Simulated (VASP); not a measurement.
**PbSe in VASP 6.6.1, single-point calculation**

INCAR

```
GGA = PE
NELM = 120
NBANDS = 17
PREC = Accurate
ISIF = 2
ISMEAR = -1
ENCUT = 520
IBRION = -1
LWAVE = .FALSE.
LREAL = Auto
IVDW = 12
NSW = 0
EDIFF = 1E-7
LASPH = .TRUE.
SIGMA = 0.02
MAXMIX = 5
LCHARG = .FALSE.
```

KPOINTS

```
KPOINTS created by Atomic Simulation Environment
0
Gamma
6 6 6
0 0 0
```

POSCAR

```
Pb Se
 1.0000000000000000
     0.0000000000000000    3.3988993896999999    3.4232041391000001
     3.3988993896999999    0.0000000000000000    3.4232041391000001
     3.3988993896999999    3.3988993896999999    0.0000000000000000
 Pb  Se
   1   1
Cartesian
  0.0000000000000000  0.0000000000000000  0.0000000000000000
  1.6994496948500000  1.6994496948500000  1.7116020695500000
```

The recommended PBE PAW datasets give the neutral cell 20 valence electrons.

Command

```
mpirun -np 1 vasp_std
```

Problem. Predict the outcome of this run.

Solution. It converged. Results: gap between bands v and c on the k mesh 0.70 eV; least direct gap on the k mesh 1.13 eV; pressure 0.7 GPa. Band v is the last that the valence electrons fill when counted band by band, and c is the next.

OSZICAR

```
N       E                     dE             d eps       ncg     rms          rms(c)
DAV:   1     0.164709652309E+03    0.16471E+03   -0.91462E+03  1020   0.109E+03
DAV:   2     0.545878663271E+01   -0.15925E+03   -0.15391E+03  1080   0.291E+02
DAV:   3    -0.791904826253E+01   -0.13378E+02   -0.13305E+02  1304   0.919E+01
DAV:   4    -0.825694317036E+01   -0.33789E+00   -0.33770E+00  1234   0.188E+01
DAV:   5    -0.826946840519E+01   -0.12525E-01   -0.12525E-01  1409   0.332E+00    0.307E+00
DAV:   6    -0.782820891398E+01    0.44126E+00   -0.11678E+00  1529   0.641E+00    0.176E+00
DAV:   7    -0.782196703161E+01    0.62419E-02   -0.16321E-01  1101   0.174E+00    0.910E-01
DAV:   8    -0.782732600135E+01   -0.53590E-02   -0.17892E-02  1195   0.143E+00    0.129E-01
DAV:   9    -0.782752261663E+01   -0.19662E-03   -0.52374E-03  1348   0.569E-01    0.103E-01
DAV:  10    -0.782789845229E+01   -0.37584E-03   -0.62804E-04  1074   0.179E-01    0.364E-02
DAV:  11    -0.782794093624E+01   -0.42484E-04   -0.13468E-04  1414   0.992E-02    0.215E-02
DAV:  12    -0.782798540043E+01   -0.44464E-04   -0.24828E-05  1069   0.349E-02    0.133E-02
DAV:  13    -0.782802097565E+01   -0.35575E-04   -0.40334E-05  1074   0.276E-02    0.289E-03
DAV:  14    -0.782802220154E+01   -0.12259E-05   -0.11351E-06  1347   0.619E-03    0.207E-03
DAV:  15    -0.782802264212E+01   -0.44057E-06   -0.56011E-07  1050   0.451E-03    0.345E-04
DAV:  16    -0.782802266807E+01   -0.25955E-07   -0.92786E-09  1129   0.653E-04
   1 F= -.83655794E+01 E0= -.83655794E+01  d E =-.718134E-09
```

For comparison, a separate PBE run of the intended cell, on usual settings and not on those above, gives a gap of 0.70 eV on its mesh and a pressure of 1.2 GPa.
